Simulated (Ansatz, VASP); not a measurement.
# GaSb3: VASP beside Ansatz

File INCAR:

```
SYSTEM = GaSb3
PREC = Accurate
ENCUT = 520
EDIFF = 1E-7
ISMEAR = -1
SIGMA = 0.05
LREAL = .FALSE.
LASPH = .TRUE.
NELM = 60
ALGO = Normal
ISIF = 2
LWAVE = .FALSE.
LCHARG = .FALSE.
GGA = PS
NBANDS = 22
```

File KPOINTS:

```
regular mesh
0
G
  6 6 6
  0 0 0
```

The input POSCAR:

```
GaSb3
1.0
    0.0000000000      3.7305950000      3.7305950000
    3.7305950000      0.0000000000      3.7305950000
    3.7305950000      3.7305950000      0.0000000000
Sb Ga
3 1
Direct
    0.5003080000      0.5034980000      0.4974400000
    0.7541940000      0.7532790000      0.7501290000
    0.2418540000      0.2649210000      0.2523630000
    0.0068510000      0.0041680000     -0.0055930000
```

The input input.yaml:

```yaml
crystal:
  lattice:
    - [0.0, 3.730595, 3.730595]
    - [3.730595, 0.0, 3.730595]
    - [3.730595, 3.730595, 0.0]
  atoms:
    - { symbol: Sb, position: [0.500308, 0.503498, 0.49744] }
    - { symbol: Sb, position: [0.754194, 0.753279, 0.750129] }
    - { symbol: Sb, position: [0.241854, 0.264921, 0.252363] }
    - { symbol: Ga, position: [0.006851, 0.004168, -0.005593] }
kpoints:
  mp_grid: { grid: [6, 6, 6] }
scf:
  occupations: { method: fermi_dirac, width: 0.05 }
hamiltonian:
  xc: pbesol
  pseudopotentials: { kind: all_electron, lapw: { basis_error: 0.001 } }
output:
  forces: true
  stress: true
  eigenvalues: true
  populations: true
```

Change from the starting cell: atoms moved at random, drawn with an rms of 0.05 Å.

Alike in both runs: task single point; functional PBEsol; k mesh 6 × 6 × 6; occupations fermi-dirac, width 0.05 eV; no spin polarisation.

|  | VASP | Ansatz |
| --- | --- | --- |
| version | VASP 6.6.1 | Ansatz 0.2.0 |
| potentials or method | VASP PAW PBE potentials, release 64 (Sb, Ga_d) | all-electron LAPW, scalar-relativistic |
| plane-wave cutoff (eV) | 520 | see its input |

```csv
,VASP,Ansatz,Ansatz less VASP
gap on the k mesh at the Fermi level (eV),none,none,-
pressure (GPa),-3.4,-3.4,+0.02
largest component of the traceless stress (GPa),0.39,0.39,-0.003
rms of the force components (eV/Å),0.017,0.017,0.0000
```

Atom by atom the forces differ by 0.001 eV/Å (rms over components). A gap of «none» marks a metal or a gap that the smearing closes. Ansatz ran all-electron here, so the differences hold the error of VASP's frozen core and of both bases.

Caveats: the PAW data sets were made with another functional, which shifts forces and pressure a little (VASP). The runs have no spin-orbit coupling, so splittings on Sb are missing.
